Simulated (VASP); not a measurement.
# CdSe (F-43m) in VASP: convergence with k mesh

Aim: find how far k mesh must go before the results for CdSe settle, at PBE. This setting moves, with any that are tied to it; all else stays.

Everything below comes from runs of VASP 6.6.1. Logs are shortened: lines on timing, memory, paths and dates and some standing lists are left out, and cuts for length are marked.

### 1 Starting point

Symmetry: F-43m, No. 216, cubic system. The conventional cell has a = 6.141 Å, b = 6.141 Å, c = 6.141 Å, α = 90.00°, β = 90.00°, γ = 90.00°. Around Cd (site symmetry -43m) lie 4 Se at 2.66 Å. Around Se (site symmetry -43m) lie 4 Cd at 2.66 Å.

Measurements of this composition are mostly on another form, of space group No. 186.

### 2 With k mesh 2 × 2 × 2

Input file INCAR:

```
SYSTEM = CdSe
ALGO = Normal ; EDIFF = 1E-7
ENCUT = 500 ; GGA = PE
ISIF = 2 ; ISMEAR = 0
LASPH = .True. ; LCHARG = .False.
LREAL = .False. ; LWAVE = .False.
NBANDS = 16 ; NELM = 80
PREC = Accurate ; SIGMA = 0.02
```

Input file KPOINTS:

```
k-points
0
Gamma
  2 2 2
  0 0 0
```

Input file POSCAR:

```
CdSe
1.0
    0.0000000000      3.0702711986      3.0702711986
    3.0702711986      0.0000000000      3.0702711986
    3.0702711986      3.0702711986      0.0000000000
Cd Se
1 1
Direct
    0.0000000000      0.0000000000      0.0000000000
    0.2500000000      0.2500000000      0.2500000000
```

Potentials or basis: VASP PAW PBE potentials, release 64 (Cd, Se).

Started as:

```bash
cat potpaw_PBE.64/Cd/POTCAR potpaw_PBE.64/Se/POTCAR > POTCAR
mpirun -np 1 vasp_std > vasp.out
```

Run time: 11 s. Hardware: 1 thread of AMD EPYC, shared host; peak memory 0.14 GiB.

What came out:

| Item | Value |
| --- | --- |
| Free energy | -4.3866 eV |
| Pressure | 5.0 GPa |
| Band gap on the k mesh | 0.38 eV, direct |

### 3 With k mesh 3 × 3 × 3

INCAR is that of step 2.

Input file KPOINTS:

```
k-points
0
Gamma
  3 3 3
  0 0 0
```

POSCAR is that of step 2.

Potentials or basis: VASP PAW PBE potentials, release 64 (Cd, Se).

Started as:

```bash
cat potpaw_PBE.64/Cd/POTCAR potpaw_PBE.64/Se/POTCAR > POTCAR
mpirun -np 1 vasp_std > vasp.out
```

Wall time 12 s (1 thread of AMD EPYC, shared host); peak memory 0.14 GiB.

Results:

* Free energy: -5.2896 eV
* Pressure: 2.3 GPa
* Band gap on the k mesh: 0.50 eV, direct

### 4 With k mesh 4 × 4 × 4

INCAR is that of step 3.

Input file KPOINTS:

```
k-points
0
Gamma
  4 4 4
  0 0 0
```

POSCAR is that of step 3.

Started as:

```bash
cat potpaw_PBE.64/Cd/POTCAR potpaw_PBE.64/Se/POTCAR > POTCAR
mpirun -np 1 vasp_std > vasp.out
```

Run time: 17 s. Hardware: 1 thread of AMD EPYC, shared host; peak memory 0.14 GiB.

What came out:

```
Free energy            : -5.4434 eV
Pressure               : 1.7 GPa
Band gap on the k mesh : 0.53 eV, direct
```

### 5 With k mesh 6 × 6 × 6

INCAR is that of step 4.

Input file KPOINTS:

```
k-points
0
Gamma
  6 6 6
  0 0 0
```

POSCAR is that of step 4.

Started as:

```bash
cat potpaw_PBE.64/Cd/POTCAR potpaw_PBE.64/Se/POTCAR > POTCAR
mpirun -np 1 vasp_std > vasp.out
```

It took 29 s on 1 thread of AMD EPYC, shared host; peak memory 0.15 GiB.

What came out:

```
Free energy            : -5.4865 eV
Pressure               : 1.6 GPa
Band gap on the k mesh : 0.55 eV, direct
```

### 6 With k mesh 7 × 7 × 7

INCAR is that of step 5.

Input file KPOINTS:

```
k-points
0
Gamma
  7 7 7
  0 0 0
```

POSCAR is that of step 5.

Potentials or basis: VASP PAW PBE potentials, release 64 (Cd, Se).

Started as:

```bash
cat potpaw_PBE.64/Cd/POTCAR potpaw_PBE.64/Se/POTCAR > POTCAR
mpirun -np 1 vasp_std > vasp.out
```

Wall time 33 s (1 thread of AMD EPYC, shared host); peak memory 0.15 GiB.

Results:

| Item | Value |
| --- | --- |
| Free energy | -5.4894 eV |
| Pressure | 1.6 GPa |
| Band gap on the k mesh | 0.55 eV, direct |

### 7 With k mesh 9 × 9 × 9

INCAR is that of step 6.

Input file KPOINTS:

```
k-points
0
Gamma
  9 9 9
  0 0 0
```

POSCAR is that of step 6.

Started as:

```bash
cat potpaw_PBE.64/Cd/POTCAR potpaw_PBE.64/Se/POTCAR > POTCAR
mpirun -np 1 vasp_std > vasp.out
```

Run time: 50 s. Hardware: 1 thread of AMD EPYC, shared host; peak memory 0.16 GiB.

Results:

| Item | Value |
| --- | --- |
| Free energy | -5.4909 eV |
| Pressure | 1.6 GPa |
| Band gap on the k mesh | 0.55 eV, direct |

### 8 With k mesh 10 × 10 × 10

INCAR is that of step 7.

Input file KPOINTS:

```
k-points
0
Gamma
  10 10 10
  0 0 0
```

POSCAR is that of step 7.

Started as:

```bash
cat potpaw_PBE.64/Cd/POTCAR potpaw_PBE.64/Se/POTCAR > POTCAR
mpirun -np 1 vasp_std > vasp.out
```

Wall time 67 s (1 thread of AMD EPYC, shared host); peak memory 0.17 GiB.

What came out:

* Free energy: -5.4911 eV
* Pressure: 1.6 GPa
* Band gap on the k mesh: 0.55 eV, direct

### 9 With k mesh 12 × 12 × 12

INCAR is that of step 8.

Input file KPOINTS:

```
k-points
0
Gamma
  12 12 12
  0 0 0
```

POSCAR is that of step 8.

Potentials or basis: VASP PAW PBE potentials, release 64 (Cd, Se).

Started as:

```bash
cat potpaw_PBE.64/Cd/POTCAR potpaw_PBE.64/Se/POTCAR > POTCAR
mpirun -np 1 vasp_std > vasp.out
```

OUTCAR:

```text
SYSTEM = CdSe
   EDIFF = 1E-7
   ENCUT = 500
   GGA = PE
   ISIF = 2
   ISMEAR = 0
   LASPH = .True.
   LREAL = .False.
   NELM = 80
   PREC = Accurate

 ion  position               nearest neighbor table
   1  0.000  0.000  0.000-   2 2.66   2 2.66   2 2.66   2 2.66
   2  0.250  0.250  0.250-   1 2.66   1 2.66   1 2.66   1 2.66

  LATTYP: Found a face centered cubic cell.
 ALAT       =     6.1405423972

  Lattice vectors:

 A1 = (   0.0000000000,   3.0702711986,   3.0702711986)
 A2 = (   3.0702711986,   0.0000000000,   3.0702711986)
 A3 = (   3.0702711986,   3.0702711986,   0.0000000000)

Analysis of symmetry for initial positions (statically):
=====================================================================
 Subroutine PRICEL returns:
 Original cell was already a primitive cell.

 Routine SETGRP: Setting up the symmetry group for a
 face centered cubic supercell.

 Subroutine GETGRP returns: Found 24 space group operations
 (whereof 24 operations were pure point group operations)
 out of a pool of 48 trial point group operations.

The static configuration has the point symmetry T_d .

Analysis of symmetry for dynamics (positions and initial velocities):
=====================================================================
 Subroutine PRICEL returns:
 Original cell was already a primitive cell.

 Routine SETGRP: Setting up the symmetry group for a
 face centered cubic supercell.

 Subroutine GETGRP returns: Found 24 space group operations
 (whereof 24 operations were pure point group operations)
 out of a pool of 48 trial point group operations.

The dynamic configuration has the point symmetry T_d .

 Subroutine INISYM returns: Found 24 space group operations
 (whereof 24 operations are pure point group operations),
 and found     1 'primitive' translations

----------------------------------------------------------------------------------------

                                     Primitive cell

  volume of cell :      57.8842

  direct lattice vectors                    reciprocal lattice vectors
     0.000000000  3.070271199  3.070271199    -0.162852063  0.162852063  0.162852063
     3.070271199  0.000000000  3.070271199     0.162852063 -0.162852063  0.162852063
     3.070271199  3.070271199  0.000000000     0.162852063  0.162852063 -0.162852063

  length of vectors
     4.342019169  4.342019169  4.342019169     0.282068048  0.282068048  0.282068048

  position of ions in fractional coordinates (direct lattice)
     0.000000000  0.000000000  0.000000000
[... 58 lines left out ...]
 -0.416667  0.166667  0.000000     24.000000
 [... further k-points ...]
   k-points           NKPTS =     72   k-points in BZ     NKDIM =     72   number of bands    NBANDS=     16
   number of dos      NEDOS =    301   number of ions     NIONS =      2
   total plane-waves  NPLWV =  32768
   dimension x,y,z NGX =    32 NGY =   32 NGZ =   32
   dimension x,y,z NGXF=    64 NGYF=   64 NGZF=   64
   ions per type =               1   1
   NGX,Y,Z   is equivalent  to a cutoff of  12.25, 12.25, 12.25 a.u.
   NGXF,Y,Z  is equivalent  to a cutoff of  24.50, 24.50, 24.50 a.u.
 SYSTEM =  CdSe
   PREC   = accura    normal or accurate (medium, high low for compatibility)
   ISTART =      0    job   : 0-new  1-cont  2-samecut
   ICHARG =      2    charge: 1-file 2-atom 10-const
   ISPIN  =      1    spin polarized calculation?
   LNONCOLLINEAR =      F non collinear calculations
   LSORBIT =      F    spin-orbit coupling
   LASPH  =      T    aspherical Exc in radial PAW
   ENCUT  =  500.0 eV  36.75 Ry    6.06 a.u.   7.92  7.92  7.92*2*pi/ulx,y,z
   NELM   =     80;   NELMIN=  2; NELMDL= -5     # of ELM steps
   EDIFF  = 0.1E-06   stopping-criterion for ELM
   LREAL  =      F    real-space projection
[... 7 lines left out ...]
   TEBEG  =    0.0;   TEEND  =   0.0 temperature during run
   PSTRESS=    0.0 pullay stress
   NELECT =      18.0000    total number of electrons
   NUPDOWN=      -1.0000    fix difference up-down
   EMIN   =  10.00;   EMAX   =-10.00  energy-range for DOS
   EFERMI =   0.00;   METHOD = LEGACY
   ISMEAR =     0;   SIGMA  =   0.02  broadening in eV -4-tet -1-fermi 0-gaus
   EFERMI_NEDOS =   21; number of points for ismear=-14 and -15
   IALGO  =     38    algorithm
   IMIX   =      4    mixing-type and parameters
     AMIX     =   0.40;   BMIX     =  1.00
     AMIX_MAG =   1.60;   BMIX_MAG =  1.00
  volume/ion in A,a.u.               =      28.94       195.31
  Fermi-wavevector in a.u.,A,eV,Ry     =   1.109121  2.095935 16.737199  1.230149
  Thomas-Fermi vector in A             =   2.245657
   LORBIT       =      0    0 simple, 1 ext, 2 COOP (PROOUT), +10 PAW based schemes
   GGA     = PE    functional components
   LHFCALC =     F    Hartree Fock is set to
   AEXX    =    0.0000 exact exchange contribution
   IVDW    =     0    specifies the selected vdW correction
   LEPSILON=     F    determine dielectric tensor
   LRPA    =     F    only Hartree local field effects (RPA)
 non-spin polarized calculation
 Gauss-broadening in eV      SIGMA  =   0.02
  energy-cutoff  :      500.00
  volume of cell :       57.88
 maximum number of plane-waves:      1484
   NGX = 15   NGY = 15   NGZ = 15

 number of electron      18.0000008 magnetization

 Free energy of the ion-electron system (eV)
  ---------------------------------------------------
  ext. energy  EPLUGINS =         0.00000000
  ---------------------------------------------------
  free energy    TOTEN  =        -5.49119296 eV

  energy without entropy =       -5.49119296  energy(sigma->0) =       -5.49119296

 E-fermi :   0.8288     XC(G=0):  -8.7564

 val. band max:        0.7181267387   @ k =   0.0000   0.0000   0.0000
 cond. band min:       1.2683724235   @ k =   0.0000   0.0000   0.0000
 fundamental gap:      0.5502456848
 Fermi energy:         0.8287772209

 k-point     1 :       0.0000    0.0000    0.0000
  band No.  band energies     occupation
      1     -11.7192      2.00000
      2      -7.1230      2.00000
      3      -7.1230      2.00000
      4      -7.1230      2.00000
      5      -6.7784      2.00000
      6      -6.7784      2.00000
[... 433 lines left out ...]
      3      -7.0011      2.00000
      4      -6.7812      2.00000
      5      -6.7637      2.00000
      6      -6.4608      2.00000
[... 8 lines left out ...]
     15      11.8234      0.00000
     16      12.3677      0.00000

 [... further k-points ...]
[... 5 lines left out ...]
  --------------------------------------------------------------------------------------
  -------------------------------------------------------------------------------------
  Total        0.5644140      0.5644140      0.5644140      0.0000000      0.0000000      0.0000000
  in kB       15.6224154     15.6224154     15.6224154      0.0000000      0.0000000      0.0000000
  external PRESSURE =      15.6224154 kB  Pullay stress =       0.0000000 kB

 VOLUME and BASIS-vectors are now :
 -----------------------------------------------------------------------------
  energy-cutoff  :      500.00
  volume of cell :       57.88
      direct lattice vectors                 reciprocal lattice vectors
     0.000000000  3.070271199  3.070271199    -0.162852063  0.162852063  0.162852063
     3.070271199  0.000000000  3.070271199     0.162852063 -0.162852063  0.162852063
     3.070271199  3.070271199  0.000000000     0.162852063  0.162852063 -0.162852063

 POSITION                                       TOTAL-FORCE (eV/Angst)
 -----------------------------------------------------------------------------------
      0.00000      0.00000      0.00000        -0.000000     -0.000000     -0.000000
      1.53514      1.53514      1.53514         0.000000      0.000000      0.000000
 -----------------------------------------------------------------------------------
    total drift:                               -0.000001     -0.000001     -0.000000

  FREE ENERGIE OF THE ION-ELECTRON SYSTEM (eV)
  ---------------------------------------------------
  free  energy   TOTEN  =        -5.4911929636 eV

  energy  without entropy=       -5.4911929636  energy(sigma->0) =       -5.49119296
```

stdout:

```text
POSCAR found type information on POSCAR CdSe
 POSCAR found :  2 types and       2 ions
 scaLAPACK will be used
 LDA part: xc-table for (Slater+PW92), standard interpolation
 POSCAR, INCAR and KPOINTS ok, starting setup
 FFT: planning ... GRIDC
 FFT: planning ... GRID_SOFT
 FFT: planning ... GRID
 WAVECAR not read
 entering main loop
```

Run time: 1.7 min. Hardware: 1 thread of AMD EPYC, shared host; peak memory 0.18 GiB.

Results:

```
Free energy            : -5.4912 eV
Pressure               : 1.6 GPa
Band gap on the k mesh : 0.55 eV, direct
```

### 10 The series at a glance

```
      k mesh  energy less the tightest run, at zero smearing (meV/atom)  pressure (GPa)  gap on the mesh (eV)  SCF cycles  CPU time (s)  peak memory (GiB)
   2 × 2 × 2                                                     552.29            5.04                 0.375          14           9.5               0.14
   3 × 3 × 3                                                     100.81            2.33                 0.502          14            11               0.14
   4 × 4 × 4                                                      23.90            1.74                 0.535          14            16               0.14
   6 × 6 × 6                                                       2.33            1.57                 0.548          14            26               0.15
   7 × 7 × 7                                                       0.90            1.56                 0.549          14            30               0.15
   9 × 9 × 9                                                       0.16            1.56                 0.550          14            47               0.16
10 × 10 × 10                                                       0.07            1.56                 0.550          14            62               0.17
12 × 12 × 12                                                       0.00            1.56                 0.550          14            95               0.18
```

Against the tightest run, the energy stays within 1 meV/atom from 7 × 7 × 7 on; the pressure stays within 0.1 GPa from 6 × 6 × 6 on; the gap on the mesh stays within 0.01 eV from 6 × 6 × 6 on. Meshes of other sizes hit other points, so gaps and Fermi surfaces needn't settle smoothly. The tightest run that finished is the yardstick and may itself not be fully converged.
